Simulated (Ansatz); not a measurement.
A run of Ansatz 0.2.0:

input.yaml

```yaml
crystal:
  lattice:
    - [1.58, 0.9122134253, 6.15]
    - [-1.58, 0.9122134253, 6.15]
    - [0.0, -1.8244268506, 6.15]
  atoms:
    - { symbol: Mo, position: [0.0, 0.0, 0.0] }
    - { symbol: S, position: [0.417, 0.417, 0.417] }
    - { symbol: S, position: [0.25, 0.25, 0.25] }
kpoints:
  mp_grid: { grid: [10, 10, 10] }
  band_path:
    path: [[0.0, 0.0, 0.0], [0.5, 0.0, 0.0], [0.5, 0.181334009, -0.181334009]]
    npoints: 12
scf:
  occupations: { method: fermi_dirac, width: 0.05 }
hamiltonian:
  xc: pbesol
  pseudopotentials:
    kind: all_electron
    lapw: { basis_error: 0.002 }
    relativity: none
output:
  forces: true
  stress: true
  eigenvalues: true
```

Potentials or basis: all-electron LAPW, non-relativistic.

Run with:

```sh
$ ansatz run input.yaml --threads 2 --pin off --max-ram 8192MiB --backend cpu --events-out ev --progress --plain --runs-dir out
```

Hardware: 2 threads of Intel(R) Xeon(R) Processor @ 2.50GHz (Skylake/Cascade Lake) (shared host).

Task: Estimate the wall time of this run.

Result: It took 82 s on 2 threads of Intel(R) Xeon(R) Processor @ 2.50GHz (Skylake/Cascade Lake), on a shared host, peak memory 0.54 GiB. Counts: scf iterations 10, plane waves 453, k points 116, bands 35.
